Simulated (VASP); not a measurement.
# Mesh, vacuum, cutoff and functional for a single sheet of TiTe2

Wanted: the error that each setting leaves in the work function or ionisation potential of a single sheet of TiTe2.

Method: PBEsol, no spin polarisation; plane waves and PAW (Te, Ti), in the first sound run; inputs show where later runs differ, in VASP 6.6.1.

Most raw output is cut from this account.

## 1. The structure

The cell holds 3 atoms: 2 Te and 1 Ti. Cell: a = 3.777 Å, b = 3.777 Å, c = 18.415 Å, α = 90.0°, β = 90.0°, γ = 120.0°. It derives from TiTe2. 1 sheet cut from a layered arrangement of the crystal. Vacuum lies along c.

Structure file:

```xyz
3
Lattice="3.7770 0.0000 0.0000 -1.8885 3.2710 0.0000 0.0000 0.0000 18.4153" Properties=species:S:1:pos:R:3
Te    1.8885    1.0903   10.9153
Te    0.0000    2.1807    7.5000
Ti    0.0000    0.0000    9.2077
```

## 2. The base run

The base run sets the number that all others are held against.

Contents of INCAR:

```
SYSTEM = TiTe2
PREC = Normal
ENCUT = 350
EDIFF = 1E-06
NELM = 120
ISMEAR = 0
SIGMA = 0.05
LREAL = .FALSE.
ALGO = Normal
GGA = PS
NBANDS = 14
LASPH = .TRUE.
LORBIT = 11
LWAVE = .FALSE.
LCHARG = .FALSE.
KPAR = 4
IDIPOL = 3
LDIPOL = .TRUE.
DIPOL = 0.5 0.5 0.5
LVHAR = .TRUE.
LVACPOTAV = .TRUE.
NEDOS = 1500
```

Contents of POSCAR:

```
TiTe2
1.0
    3.7770000000      0.0000000000      0.0000000000
   -1.8885000000      3.2709779500      0.0000000000
    0.0000000000      0.0000000000     18.4153488000
Te Ti
2 1
Direct
    0.6666666670      0.3333333330      0.5927310370
    0.3333333330      0.6666666670      0.4072689630
    0.0000000000      0.0000000000      0.5000000000
```

Contents of KPOINTS:

```
Automatic mesh
0
Gamma
9 9 1
0 0 0
```

PAW data sets: Te and Ti (PBE family, release 64).

Started as:

```console
> mpirun -np 4 vasp_std
```

Elapsed: 10 s, on 4 MPI ranks of Intel Xeon Platinum 8259CL at 2.50GHz (Skylake/Cascade Lake), shared host; peak memory 0.68 GiB.

This run has no spin polarisation, so a moment on Ti, if there is one, isn't seen. The PAW data sets were made with PBE, which is usual practice but a small mismatch for other functionals. The data set Ti keeps the semicore shell frozen, which is cheaper and a little less accurate.

This step gave:

* electronic cycles: 25
* electrons: 16
* free energy (TOTEN): -17.25 eV
* energy at zero smearing: -17.25 eV
* Fermi energy: -1.314 eV
* labelled metallic, from the levels on this mesh: yes
* dipole moment: 0, 0, 0 e·Å
* vacuum levels: 3.675, 3.675 eV
* work functions of the upper and lower face: 4.989, 4.989 eV
* highest filled level below the vacuum: 4.989 eV

Zero at the Fermi level. Planar average of the electrostatic potential against height:

height (Å), planar average of the electrostatic potential (eV) and a bar from the least value:
```
      0.0        5.0 ##############################
      0.5        5.0 ##############################
      1.0        5.0 ##############################
      1.5        5.0 ##############################
      2.0        5.0 ##############################
      2.5        5.0 ##############################
      3.0        5.0 ##############################
      3.5        5.0 ##############################
      4.0        5.0 ##############################
      4.5        5.0 ##############################
      5.0        4.9 ##############################
      5.5        4.8 ##############################
      6.0        4.1 #############################
      6.5        1.6 #########################
      7.0       -8.7 ##########
      7.5      -15.2 
      8.0      -10.0 ########
      8.5       -2.5 ###################
      9.0       -2.4 ###################
      9.5       -2.3 ###################
     10.0       -3.1 ##################
     10.5      -11.5 #####
     11.0      -14.9 
     11.5       -6.7 #############
     12.0        2.3 ##########################
     12.5        4.3 #############################
     13.0        4.8 ##############################
     13.5        5.0 ##############################
     14.0        5.0 ##############################
     14.5        5.0 ##############################
     15.0        5.0 ##############################
     15.5        5.0 ##############################
     16.0        5.0 ##############################
     16.5        5.0 ##############################
     17.0        5.0 ##############################
     17.5        5.0 ##############################
     18.0        5.0 ##############################
```

Density of states in the PAW spheres, an atom over height of the layer and energy from the Fermi level.

Ten even steps from '0' (0.00 states/eV) to '9' (2.28 states/eV), each cell a mean:
```
090
030
010
212
222
373
353
232
222
111
222
222
010
000
000
000
000
000
000
000
000
000
```
Columns: height of the layer (Å) from 7.5 to 10.9; rows upwards: energy from the Fermi level (eV) from -7.9 to 0.5.

Force by atom:

```csv
atom,x (eV/Å),y (eV/Å),z (eV/Å),size
Te1,0.0000,0.0000,-0.0941,0.0941
Te2,0.0000,0.0000,0.0941,0.0941
Ti3,0.0000,0.0000,0.0000,0.0000
```

The highest filled level lies 4.99 eV below the vacuum at the upper face.

Only the dipole across the slab is computed (IDIPOL = 3); zeros along the plane are no results.

The map of layer states is cut here 0.5 eV above the Fermi level, so it leaves out the states above that.

## 3. Another mesh, mesh points along a 3, k-mesh 3×3×1

The mesh decides how well the Fermi level or the band edge is found.

INCAR, as its differences from that of step 2:

```diff
@@ -15,3 +15,3 @@
 LCHARG = .FALSE.
-KPAR = 4
+NCORE = 4
 IDIPOL = 3
@@ -21,2 +21 @@
 LVACPOTAV = .TRUE.
-NEDOS = 1500
```

POSCAR is that of step 2.

Contents of KPOINTS:

```
Automatic mesh
0
Gamma
3 3 1
0 0 0
```

Started as:

```console
> mpirun -np 4 vasp_std
```

Elapsed: 6.8 s, on 4 MPI ranks; peak memory 0.43 GiB; 22 s of CPU time.

Numbers from this step:

| Item | Value |
| --- | --- |
| electronic cycles | 26 |
| free energy (TOTEN) | -17.07 eV |
| energy at zero smearing | -17.06 eV |
| Fermi energy | -1.246 eV |
| vacuum levels | 3.678, 3.678 eV |
| work functions of the upper and lower face | 4.923, 4.923 eV |
| highest filled level below the vacuum | 4.923 eV |

Force by atom:

```csv
atom,x (eV/Å),y (eV/Å),z (eV/Å),size
Te1,0.000,0.000,-0.140,0.140
Te2,0.000,0.000,0.140,0.140
Ti3,0.000,0.000,0.000,0.000
```

Against the base run its depth below the vacuum changes by -0.07 eV and the energy by +63.4 meV an atom.

## 4. Another mesh, mesh points along a 6, k-mesh 6×6×1

INCAR, as its differences from that of step 3:

```diff
@@ -15,3 +15,3 @@
 LCHARG = .FALSE.
-NCORE = 4
+KPAR = 4
 IDIPOL = 3
```

POSCAR is that of step 3.

Contents of KPOINTS:

```
Automatic mesh
0
Gamma
6 6 1
0 0 0
```

Started as:

```console
> mpirun -np 4 vasp_std
```

The job ended after 9.6 s (4 MPI ranks; peak memory 0.64 GiB).

Against the base run its depth below the vacuum changes by +0.07 eV and the energy by +4.7 meV an atom.

## 5. Another mesh, mesh points along a 12, k-mesh 12×12×1

INCAR is that of step 4.

POSCAR is that of step 4.

Contents of KPOINTS:

```
Automatic mesh
0
Gamma
12 12 1
0 0 0
```

Started as:

```console
> mpirun -np 4 vasp_std
```

Run time: 14 s. Hardware: 4 MPI ranks; peak memory 0.72 GiB.

Against the base run its depth below the vacuum changes by +0.01 eV and the energy by -0.9 meV an atom.

## 6. Side by side

Times are for 4 MPI ranks of Intel Xeon Platinum 8259CL at 2.50GHz (Skylake/Cascade Lake), shared host. The runs compared:

```csv
no.,mesh points along a,highest filled level below the vacuum (eV),energy at zero smearing (eV),time,memory (GiB)
1,3,4.923,-17.06,6.8 s,0.43
2,6,5.059,-17.24,9.6 s,0.64
3,12,4.999,-17.26,14 s,0.72
```

## 7. Another vacuum, vacuum width 5

Too little vacuum lets the faces of neighbouring images overlap, and too much only costs plane waves.

INCAR is that of step 5.

Contents of POSCAR:

```
TiTe2
1.0
    3.7770000000      0.0000000000      0.0000000000
   -1.8885000000      3.2709779500      0.0000000000
    0.0000000000      0.0000000000      8.4153487819
Te Ti
2 1
Direct
    0.6666666670      0.3333333330      0.7029237807
    0.3333333330      0.6666666670      0.2970762193
    0.0000000000      0.0000000000      0.5000000000
```

Contents of KPOINTS:

```
Automatic mesh
0
Gamma
9 9 1
0 0 0
```

Started as:

```console
> mpirun -np 4 vasp_std
```

It took 5 s on 4 MPI ranks; peak memory 0.51 GiB; 16 s of CPU time.

This step gave:

- electronic cycles: 16
- free energy (TOTEN): -17.22 eV
- energy at zero smearing: -17.22 eV
- Fermi energy: 3.075 eV

Force by atom:

```csv
atom,x (eV/Å),y (eV/Å),z (eV/Å),size
Te1,0.0000,0.0000,-0.0960,0.0960
Te2,0.0000,0.0000,0.0960,0.0960
Ti3,0.0000,0.0000,0.0000,0.0000
```

The program found no flat vacuum in this gap and printed no vacuum level, so no level below the vacuum can be given.

## 8. Another vacuum, vacuum width 8

INCAR is that of step 7.

Contents of POSCAR:

```
TiTe2
1.0
    3.7770000000      0.0000000000      0.0000000000
   -1.8885000000      3.2709779500      0.0000000000
    0.0000000000      0.0000000000     11.4153487819
Te Ti
2 1
Direct
    0.6666666670      0.3333333330      0.6495945874
    0.3333333330      0.6666666670      0.3504054126
    0.0000000000      0.0000000000      0.5000000000
```

KPOINTS is that of step 7.

Started as:

```console
> mpirun -np 4 vasp_std
```

Run time: 6.6 s. Hardware: 4 MPI ranks; peak memory 0.55 GiB.

Against the base run its depth below the vacuum changes by -0.05 eV and the energy by +0.8 meV an atom.

## 9. Another vacuum, vacuum width 24

INCAR is that of step 8.

Contents of POSCAR:

```
TiTe2
1.0
    3.7770000000      0.0000000000      0.0000000000
   -1.8885000000      3.2709779500      0.0000000000
    0.0000000000      0.0000000000     27.4153487819
Te Ti
2 1
Direct
    0.6666666670      0.3333333330      0.5622889902
    0.3333333330      0.6666666670      0.4377110098
    0.0000000000      0.0000000000      0.5000000000
```

KPOINTS is that of step 8.

Started as:

```console
> mpirun -np 4 vasp_std
```

Run time: 15 s. Hardware: 4 MPI ranks; peak memory 0.83 GiB; 54 s of CPU time.

Against the base run its depth below the vacuum changes by +0.00 eV and the energy by +0.1 meV an atom.

## 10. Comparing the runs

Times are for 4 MPI ranks of Intel Xeon Platinum 8259CL at 2.50GHz (Skylake/Cascade Lake), shared host. The runs compared:

```csv
no.,vacuum width,electronic cycles,free energy (TOTEN) (eV),time,memory (GiB)
1,5,16,-17.22,5 s,0.51
2,8,19,-17.25,6.6 s,0.55
3,24,25,-17.25,15 s,0.83
```

## 11. A lower cutoff, ENCUT 210

A lower cutoff is cheaper, and the test is whether a potential difference survives it better than the total energy.

INCAR, as its differences from that of step 9:

```diff
@@ -2,3 +2,3 @@
 PREC = Normal
-ENCUT = 350
+ENCUT = 210
 EDIFF = 1E-06
```

Contents of POSCAR:

```
TiTe2
1.0
    3.7770000000      0.0000000000      0.0000000000
   -1.8885000000      3.2709779500      0.0000000000
    0.0000000000      0.0000000000     18.4153488000
Te Ti
2 1
Direct
    0.6666666670      0.3333333330      0.5927310370
    0.3333333330      0.6666666670      0.4072689630
    0.0000000000      0.0000000000      0.5000000000
```

KPOINTS is that of step 9.

Started as:

```console
> mpirun -np 4 vasp_std
```

The job ended after 7 s (4 MPI ranks; peak memory 0.53 GiB).

Numbers from this step:

* free energy (TOTEN): -17.26 eV
* Fermi energy: -1.313 eV
* vacuum levels: 3.676, 3.676 eV
* work functions of the upper and lower face: 4.989, 4.989 eV
* highest filled level below the vacuum: 4.989 eV

Against the base run its depth below the vacuum changes by -0.00 eV and the energy by -0.3 meV an atom.

## 12. A lower cutoff, ENCUT 280

INCAR, as its differences from that of step 11:

```diff
@@ -2,3 +2,3 @@
 PREC = Normal
-ENCUT = 210
+ENCUT = 280
 EDIFF = 1E-06
```

POSCAR is that of step 11.

KPOINTS is that of step 11.

Started as:

```console
> mpirun -np 4 vasp_std
```

Run time: 7.6 s. Hardware: 4 MPI ranks; peak memory 0.59 GiB.

Numbers from this step:

```yaml
electronic_cycles: 24
free_energy_toten: -17.25 eV
fermi_energy: -1.314 eV
vacuum_levels: 3.675, 3.675 eV
```

Against the base run its depth below the vacuum changes by -0.00 eV and the energy by -0.0 meV an atom.

## 13. Another smearing width, SIGMA 0.02

The width trades sharpness at the Fermi level against the mesh needed.

INCAR, as its differences from that of step 12:

```diff
@@ -2,3 +2,3 @@
 PREC = Normal
-ENCUT = 280
+ENCUT = 350
 EDIFF = 1E-06
@@ -6,3 +6,3 @@
 ISMEAR = 0
-SIGMA = 0.05
+SIGMA = 0.02
 LREAL = .FALSE.
```

POSCAR is that of step 12.

KPOINTS is that of step 12.

Started as:

```console
> mpirun -np 4 vasp_std
```

Wall time 11 s (4 MPI ranks); peak memory 0.67 GiB.

This step gave:

```
electronic cycles                          : 25
Fermi energy                               : -1.297 eV
vacuum levels                              : 3.676, 3.676 eV
work functions of the upper and lower face : 4.973, 4.973 eV
highest filled level below the vacuum      : 4.973 eV
```

Against the base run its depth below the vacuum changes by -0.02 eV and the energy by +0.2 meV an atom.

## 14. Another smearing width, SIGMA 0.4

INCAR, as its differences from that of step 13:

```diff
@@ -6,3 +6,3 @@
 ISMEAR = 0
-SIGMA = 0.02
+SIGMA = 0.4
 LREAL = .FALSE.
```

POSCAR is that of step 13.

KPOINTS is that of step 13.

Started as:

```console
> mpirun -np 4 vasp_std
```

It took 11 s on 4 MPI ranks; peak memory 0.68 GiB; 36 s of CPU time.

This step gave:

* electronic cycles: 23
* free energy (TOTEN): -17.31 eV
* Fermi energy: -1.365 eV
* vacuum levels: 3.675, 3.675 eV
* work functions of the upper and lower face: 5.04, 5.04 eV
* highest filled level below the vacuum: 5.04 eV

Against the base run its depth below the vacuum changes by +0.05 eV and the energy by +0.1 meV an atom.

## 15. Another level, functional LDA, disp none

This step: LDA, no spin polarisation; plane waves and PAW (Te, Ti) (VASP 6.6.1).

Beside the numerical settings stands the choice of exchange and correlation.

INCAR, as its differences from that of step 14:

```diff
@@ -6,6 +6,6 @@
 ISMEAR = 0
-SIGMA = 0.4
+SIGMA = 0.05
 LREAL = .FALSE.
 ALGO = Normal
-GGA = PS
+GGA = CA
 NBANDS = 14
```

POSCAR is that of step 14.

KPOINTS is that of step 14.

Started as:

```console
> mpirun -np 4 vasp_std
```

The job ended after 8 s (4 MPI ranks; peak memory 0.6 GiB).

The PAW data sets were made with PBE, though LDA sets exist; this is a small mismatch.

This step gave:

| Quantity | Value |
| --- | --- |
| electronic cycles | 24 |
| free energy (TOTEN) | -17.97 eV |
| energy at zero smearing | -17.97 eV |
| Fermi energy | -1.505 eV |
| vacuum levels | 3.692, 3.692 eV |
| work functions of the upper and lower face | 5.197, 5.197 eV |
| highest filled level below the vacuum | 5.197 eV |

Force by atom:

```csv
atom,x (eV/Å),y (eV/Å),z (eV/Å),size
Te1,0.000,0.000,-0.284,0.284
Te2,0.000,0.000,0.284,0.284
Ti3,0.000,0.000,0.000,0.000
```

Against the base run its depth below the vacuum changes by +0.21 eV.

## 16. Another level, functional PBE, disp none

This step: PBE, no spin polarisation; plane waves and PAW (Te, Ti) (VASP 6.6.1).

INCAR, as its differences from that of step 15:

```diff
@@ -9,3 +9,3 @@
 ALGO = Normal
-GGA = CA
+GGA = PE
 NBANDS = 14
```

POSCAR is that of step 15.

KPOINTS is that of step 15.

Started as:

```console
> mpirun -np 4 vasp_std
```

Run time: 9.8 s. Hardware: 4 MPI ranks; peak memory 0.68 GiB; 36 s of CPU time.

Against the base run its depth below the vacuum changes by -0.08 eV.

(Part 1 of 2 ends here.)

[Lines on the potential files, build, host, timing and source positions are cut from VASP's logs without a mark.]

[Logs are printed without paths, hosts, clocks, repeated set-up lines and the standing remarks that a program may print on its own settings, such as how far it seeks lower states.]

[Hosts, paths, dates, database ids (printed as entryN), source tags and the programs' standing remarks are cut or masked in the printed files.]

[In band tables of VASP the shares of atoms and orbitals are scaled to a sum of 1 inside the atoms' spheres.]

[Runs that stopped without an error message from VASP are left out.]
